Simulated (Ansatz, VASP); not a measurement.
Given: the input of a run of VASP 6.6.1 on WS2.

INCAR

```
PREC = Accurate
ENCUT = 520
EDIFF = 1E-7
ISMEAR = -1
SIGMA = 0.05
LREAL = F
LASPH = T
NELM = 80
ALGO = Normal
ISIF = 2
LWAVE = F
LCHARG = F
GGA = PS
NBANDS = 20
```

The input KPOINTS:

```
Automatic mesh
0
Gamma
  10 10 2
```

The input POSCAR:

```
WS2
1.0
    3.1621498298      0.0000000000      0.0000000000
   -1.5810749149      2.7385020831      0.0000000000
    0.0000000000      0.0000000000     16.8368121945
W S
1 2
Direct
    0.0000000000      0.0000000000      0.0000000000
    0.3333333333      0.6666666667      0.0920005100
    0.3333333333      0.6666666667      0.9079994900
```

Potentials or basis: VASP PAW PBE potentials, release 64 (W_sv, S).

Launch:

```bash
$ cat potpaw_PBE.64/W_sv/POTCAR potpaw_PBE.64/S/POTCAR > POTCAR
$ mpirun -np 1 vasp_std > vasp.out
```

Set up the same calculation for Ansatz 0.2.0. Potentials there: Ansatz PAW.

As run (the cutoff follows the program's own potentials):

File input.yaml:

```yaml
crystal:
  lattice:
    - [3.1621498298, 0.0, 0.0]
    - [-1.5810749149, 2.7385020831, 0.0]
    - [0.0, 0.0, 16.8368121945]
  atoms:
    - { symbol: W, position: [0.0, 0.0, 0.0] }
    - { symbol: S, position: [0.3333333333, 0.6666666667, 0.09200051] }
    - { symbol: S, position: [0.3333333333, 0.6666666667, 0.90799949] }
hamiltonian:
  xc: pbesol
  pseudopotentials: { kind: paw }
kpoints:
  mp_grid: { grid: [10, 10, 2] }
scf:
  occupations: { method: fermi_dirac, width: 0.05 }
output:
  forces: true
  stress: true
  eigenvalues: true
```

Potentials or basis: Ansatz PAW.

Run with:

```sh
$ ansatz run input.yaml --threads 1 --pin off --max-ram 3584MiB --backend cpu --events-out ev --progress --plain --runs-dir out
```

Both were run:

|  | VASP | Ansatz | Ansatz less VASP |
| --- | --- | --- | --- |
| gap on the k mesh at the Fermi level (eV) | 2.05 | 2.04 | -0.013 |
| least direct gap on the mesh (eV) | 2.21 | 2.21 | -0.004 |
| rms of the force components (eV/Å) | 0.126 | 0.115 | -0.0107 |

Atom by atom the forces differ by 0.011 eV/Å (rms over components).

Caveats: spin-orbit coupling is left out, which moves the levels of the heavy elements; the PAW data sets were made with another functional, which shifts forces and pressure a little (VASP); the PAW data sets come from PBE, with cores solved anew for the run's functional, which leaves a small shift of forces and pressure (Ansatz).
